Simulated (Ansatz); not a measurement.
`COC(=O)CCO` and `C=C(C)C(=O)OC` differ in one atom or group.

Ansatz, PBE0-D4/def2-TZVP geometries, multiplicity 1. Each molecule was computed in one conformer, which needn't be the lowest.

```csv
property,`COC(=O)CCO`
HOMO–LUMO gap (B3LYP/def2-TZVPP) / eV,7.25
LUMO energy (PBE/def2-TZVPP) / eV,-1.10
size of the dipole moment (ωB97M-V/def2-TZVPP) / D,3.08
HOMO energy (B3LYP/def2-TZVPP) / eV,-7.51
HOMO energy (ωB97M-V/def2-TZVPP) / eV,-10.24
LUMO energy (B3LYP/def2-TZVPP) / eV,-0.26
```

(1) What does the change do to each property? (Estimate.)

## Answers

(1) The calculation gave: 
```
                                          property  `C=C(C)C(=O)OC`  shift
             HOMO–LUMO gap (B3LYP/def2-TZVPP) / eV             6.15  -1.10
                 LUMO energy (PBE/def2-TZVPP) / eV            -2.11  -1.01
size of the dipole moment (ωB97M-V/def2-TZVPP) / D             1.91  -1.17
               HOMO energy (B3LYP/def2-TZVPP) / eV            -7.52  -0.01
             HOMO energy (ωB97M-V/def2-TZVPP) / eV            -9.97   0.27
               LUMO energy (B3LYP/def2-TZVPP) / eV            -1.37  -1.11
```

Dipoles are sizes alone; their direction can turn.

B3LYP here is the variant with VWN-RPA as its local correlation; programs differ in this.

Positive LUMOs are unbound, so they and the gaps depend on the basis.
